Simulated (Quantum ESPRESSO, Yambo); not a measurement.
# A GW chain in Yambo: CaO (Lime), part 3 of 3

How does a plane-wave GW calculation on CaO (Lime) run from the first input to the gap?

Quantum ESPRESSO 7.5 and Yambo 5.3.0; PBE and many-body steps on it, plane waves. Known limits of the many-body steps: not at the basis limit.

So far. Step 3 (Bands along the symmetry lines): The gap is 3.662 eV, as in the run before at this level. Step 4 (Empty states on the mesh, 8×8×8 mesh, 124 bands): On this mesh the gap is 3.662 eV.

### 6. Screening and self-energy, 8×8×8 mesh, 124 bands, screening to 210.9 eV

G0W0 replaces the xc potential by the self-energy, built once from these orbitals. Only a window of levels is corrected, while the sums run over the empty bands that the input names.

This step: G0W0 on PBE, plane waves, norm-conserving pseudopotentials.

The input, gw1.in:

```
HF_and_locXC
gw0
dyson
ppa
em1d
rim_cut
RandQpts= 1000000
RandGvec= 1 RL
EXXRLvcs= 72 Ry
VXCRLvcs= 288 Ry
Chimod= "HARTREE"
% BndsRnXp
 1 | 124 |
%
NGsBlkXp= 15.5 Ry
% LongDrXp
 1 | 1 | 1 |
%
% GbndRnge
 1 | 124 |
%
DysSolver= "n"
ExtendOut
PPAPntXp= 27.21138 eV
% QPkrange
 1 | 1 | 7 | 10 |
 21 | 21 | 7 | 10 |
%
```

The run is started by

```sh
$ OMP_NUM_THREADS=1 mpirun -n 4 yambo -F gw1.in -J gw1 -C gw1 > gw1.log
```

Log:

```text
 Yambo, version 5.3.0

 [02] CORE Variables Setup
 =========================

  [... cell, symmetries and grids as in the set-up ...]

  [02.05] Energies & Occupations
  ==============================

  [X] === General ===
  [X] Electronic Temperature                        :  0.000000  0.000000 [eV K]
  [X] Bosonic    Temperature                        :  0.000000  0.000000 [eV K]
  [X] Finite Temperature mode                       : no
  [X] El. density                                   :  0.57403E+24 [cm-3]
  [X] Fermi Level                                   :  7.745084 [eV]

  [X] === Gaps and Widths ===
  [X] Conduction Band Min                           :  3.662475 [eV]
  [X] Valence Band Max                              :  0.000000 [eV]
  [X] Filled Bands                                  :   8
  [X] Empty Bands                                   :    9  124
  [X] Direct Gap                                    :  4.036914 [eV]
  [X] Direct Gap localized at k                     :  21
  [X] Indirect Gap                                  :  3.662475 [eV]
  [X] Indirect Gap between kpts                     :   1  21
  [X] Last valence band width                       :  1.179441 [eV]
  [X] 1st conduction band width                     :  3.369635 [eV]

 [03] Transferred momenta grid and indexing
 ==========================================

 IBZ Q-points                                      :  29
 BZ  Q-points                                      :   512

 K/Q-points units:
 rlu = crystal or reduced units; cc = cartesian coordinates; iku = interal k-units

 Q [ 1]         [rlu]:  0.000000  0.000000  0.000000
 Q [ 2]         [rlu]:  0.36619E-18  0.36619E-18  0.12500
 Q [ 3]         [rlu]:  0.69434E-17 -0.20812E-16  0.25000
 Q [ 4]         [rlu]: -0.12791E-17 -0.12791E-17  0.37500
 Q [ 5]         [rlu]: -0.13887E-16  0.41624E-16 -0.50000
 Q [ 6]         [rlu]: -0.86059E-17  0.12500      0.12500
 Q [ 7]         [rlu]: -0.10406E-16  0.12500      0.25000
 Q [ 8]         [rlu]:  0.20821E-16  0.12500      0.37500
 Q [ 9]         [rlu]:  0.11143E-16  0.12500      0.50000
 Q [10]         [rlu]: -0.13887E-16  0.12500     -0.37500
     [... 17 further rows ...]
 Q [28]         [rlu]:  0.125000 -0.500000 -0.375000
 Q [29]         [rlu]:  0.250000 -0.500000 -0.250000

 [04] Coloumb potential Random Integration (RIM)
 ===============================================

  [04.01] RIM initialization
  ==========================

  * Diagonal components only detected *

  8 x (sBL volume)        :  0.020605 [a.u.]
  sBZ random points       :  1000000
  Points outside the sBZ  :   7987327
  RL volume               :  1.318729 [a.u.]
  Integrated volume       :  1.320821 [a.u.]

  [04.02] RIM integrals
  =====================

  Gamma point sphere radius             :  0.049729 [a.u.]
  Points outside the sphere             :   799513
  [Int_sBZ(q=0) 1/q^2]*(Vol_sBZ)^(-1/3) =:  7.764325
                                 should be <:  7.795600

  Summary of Coulomb integrals for non-metallic bands |Q|[au] RIM/Bare

  Q [1] 0.100000E-4 0.995988 * Q [2] 0.149567 1.066424
  Q [6] 0.172705 1.064810 * Q [12] 0.244242 1.027165
  Q [7] 0.286399 1.020494 * Q [3] 0.299134 1.018189
  Q [13] 0.345410 1.014680 * Q [11] 0.376402 1.012010
  Q [22] 0.386180 1.011726 * Q [8] 0.423039 1.009934
  Q [14] 0.448701 1.009099 * Q [4] 0.448701 1.008982
  Q [17] 0.488484 1.007725 * Q [23] 0.510869 1.007300
  Q [10] 0.518115 1.007036 * Q [18] 0.518115 1.007180
  Q [25] 0.546141 1.006592 * Q [9] 0.566252 1.006221
  Q [15] 0.572798 1.006126 * Q [5] 0.598268 1.005679
  Q [16] 0.616681 1.005413 * Q [19] 0.616681 1.005499
  Q [27] 0.622697 1.005345 * Q [24] 0.646203 1.005083
  Q [26] 0.663287 1.004958 * Q [21] 0.690820 1.004787
  Q [28] 0.712081 1.004608 * Q [20] 0.732726 1.004277
  Q [29] 0.772361 1.004157

 [05] Dipoles
 ============

  [05.01] Setup: observables and procedures
  =========================================

 [06] Dynamic Dielectric Matrix (PPA)
 ====================================

 [WR./gw1//ndb.pp]---------------------------------------------------------------
  Brillouin Zone Q/K grids (IBZ/BZ)                :    29   512    29   512
  RL vectors                                       :  2637 [WF]
  Coulomb cutoff potential                         : none
  Electronic Temperature                           :  0.000000 [K]
  Bosonic    Temperature                           :  0.000000 [K]
  PPA    diel. fun.  energies                      : Perdew, Burke & Ernzerhof(X)+Perdew, Burke & Ernzerhof(C)
  wavefunctions                                    : Perdew, Burke & Ernzerhof(X)+Perdew, Burke & Ernzerhof(C)
  Global Gauge                                     : length
  X matrix size                                    :  229
  X band range                                     :    1  124
  X e/h energy range                               : -1.000000 -1.000000 [eV]
  X Time ordering                                  : R
  X Hxc Kernel                                     : HARTREE
  X Drude frequency                                :  0.000000  0.000000
  X poles                                          :  100.0000 [o/o]
  RL vectors in the sum                            :  2637
  [r,Vnl] included                                 : yes
  Field direction                                  :  0.577350E-5  0.577350E-5  0.577350E-5
  BZ energy Double Grid                            : no
  BZ energy DbGd points                            : 0
  BZ Q point size factor                           : -1.000000
  X Optical Averaged directions                    : none

 [07] Local Exchange-Correlation + Non-Local Fock
 ================================================

 [VXC] Plane waves :  15593
 [EXS] Plane waves :  1989

 QP @ state[ 1 ] K range:  1  1
 QP @ state[ 1 ] b range:   7  10
 QP @ state[ 2 ] K range:  21  21
 QP @ state[ 2 ] b range:   7  10

 [xc] Functional : Perdew, Burke & Ernzerhof(X)+Perdew, Burke & Ernzerhof(C)
 [xc] LIBXC used to calculate xc functional
  PP Number of Atomic Species                      :  2
  NLCC RL compoments                               :  15593
  PP Number of Atomic Species                      :  2
  NLCC RL compoments                               :  15593

 [xc] E_xc :  -8.750644 [Ha]
      E_xc :  -17.50129 [Ry]

  Local XC kind (lXC) : Perdew, Burke & Ernzerhof(X)+Perdew, Burke & Ernzerhof(C)
  Non-Local XC kind (nlXC) : Hartree-Fock

  Corrections @ K [1] :  [eV]
 <7|nlXC|7> = -24.60215 -0.55581E-17 <7|lXC|7> = -19.38753  0.000000
 <8|nlXC|8> = -24.60216  0.21988E-17 <8|lXC|8> = -19.38753 -0.37763E-15
 <9|nlXC|9> = -6.476041  0.24048E-17 <9|lXC|9> = -10.89268  0.000000
 <10|nlXC|10> = -7.017062 -0.20870E-18 <10|lXC|10> = -13.89978  0.000000

  Corrections @ K [21] :  [eV]
 <7|nlXC|7> = -24.29054 -0.25625E-18 <7|lXC|7> = -18.91582 -0.75527E-15
 <8|nlXC|8> = -24.29055  0.36007E-17 <8|lXC|8> = -18.91582 -0.94408E-16
 <9|nlXC|9> = -5.929536 -0.13403E-17 <9|lXC|9> = -11.42990  0.37763E-15
 <10|nlXC|10> = -8.848404 -0.52194E-18 <10|lXC|10> = -16.11197  0.000000

 [08] Dyson equation: Newton solver
 ==================================

  [08.01] G0W0 (W PPA)
  ====================

  [  GW  ] Bands range     :    1  124
  [GW/PPA] G damping       :  0.100000 [eV]

  QP @ state[ 1 ] K range:  1  1
  QP @ state[ 1 ] b range:   7  10
  QP @ state[ 2 ] K range:  21  21
  QP @ state[ 2 ] b range:   7  10

   Sc/G bands                                       :    1  124
   Sc/G damping                                     :  0.100000 ev
   Sc bands terminator                              : no
   Sx RL components                                 :  1989

   QP @ state[ 1 ] K range                          :  1  1
   QP @ state[ 1 ] b range                          :   7  10
   QP @ state[ 2 ] K range                          :  21  21
   QP @ state[ 2 ] b range                          :   7  10
   GF energies kind                                 : Perdew, Burke & Ernzerhof(X)+Perdew, Burke & Ernzerhof(C)
   GF WF`s kind                                     : Perdew, Burke & Ernzerhof(X)+Perdew, Burke & Ernzerhof(C)
   Xs energies kind                                 : Perdew, Burke & Ernzerhof(X)+Perdew, Burke & Ernzerhof(C)
   Xs WF`s kind                                     : Perdew, Burke & Ernzerhof(X)+Perdew, Burke & Ernzerhof(C)

 [11] Game Over & Game summary
```

Elapsed: 12 min, on 4 MPI ranks of Intel Xeon 6975P-C (Granite Rapids), shared host; peak memory 2 GiB; 44 min of CPU time.

Numbers from this step:

```yaml
g0w0_gap_on_the_points_computed: 5.798 eV
starting_gap_on_the_mesh: 3.662 eV
k_of_the_valence_top: 0, 0, 0
k_of_the_conduction_bottom: 0, -0.5, -0.5
least_direct_g0w0_gap_on_the_computed_points: 6.190 eV
z_at_the_valence_top: 0.7812
z_at_the_conduction_bottom: 0.8500
```

The gap on the mesh goes from 3.66 eV to 5.80 eV, a correction of +2.14 eV.

Limits: finite bands, cutoff and mesh. v1 is the top filled band, c1 the lowest empty one. The levels before and after the correction (eV, zero at the valence-band top of each column):

```csv
,conduction bottom,valence top
Kohn-Sham,3.66,0.00
G0W0,5.80,0.00
```

```csv
,level,energy (eV)
Kohn-Sham,Γ v2-v1,0.000
Kohn-Sham,Γ c1,4.715
Kohn-Sham,Γ c2,6.228
Kohn-Sham,(0 -0.5 -0.5) v2-v1,-0.374
Kohn-Sham,(0 -0.5 -0.5) c1,3.662
Kohn-Sham,(0 -0.5 -0.5) c2,8.023
G0W0,Γ v2-v1,0.000
G0W0,Γ c1,6.190
G0W0,Γ c2,9.033
G0W0,(0 -0.5 -0.5) v2-v1,-0.487
G0W0,(0 -0.5 -0.5) c1,5.798
G0W0,(0 -0.5 -0.5) c2,11.053
```

### 7. Where the time went

Times are wall times on the hardware named with each run, good to a factor of about two.

```csv
step,time,share,memory (GiB)
ground state,4.7 s,1 %,0.24
bands along the symmetry lines,3.3 s,0 %,0.22
empty states on the mesh,12 s,2 %,0.3
conversion and set-up,2.9 s,0 %,0.24
screening and self-energy,12 min,97 %,2.0
```

### 8. What came out

```
PBE gap              : 3.66 eV, indirect
G0W0 gap on the mesh : 5.80 eV
GW settings          : 8×8×8 mesh, 124 bands, screening to 210.9 eV, Godby-Needs plasmon pole
known limits         : not at the basis limit
```

What this shows: G0W0 moves the gap on the mesh from 3.66 eV to 5.80 eV (+2.14 eV), with Z of 0.78 and 0.85 at the edges. Only 2 of the mesh's irreducible points were corrected, so a valley elsewhere could overtake. The dearest step here is «screening and self-energy». Bands and cutoff are finite, so the gap is not at the basis limit. The miss can reach some tenths of an eV and take either sign; the mesh is an error of its own. In the G0W0 run levels were corrected at 2 k points alone, so a gap called «on the mesh» is the least over those, and an edge elsewhere would be missed.

[Paths, hosts, dates, memory and timing lines, banners, echoed tables and standing remarks are left out of the program output.]

[Logs are printed without paths, hosts, clocks, repeated set-up lines and the standing remarks that a program may print on its own settings, such as how far it seeks lower states.]

[Runs of the session that timed out or met a known fault of the program may be left out.]

[Hosts, paths, dates, database ids (printed as entryN), source tags and the programs' standing remarks are cut or masked in the printed files.]
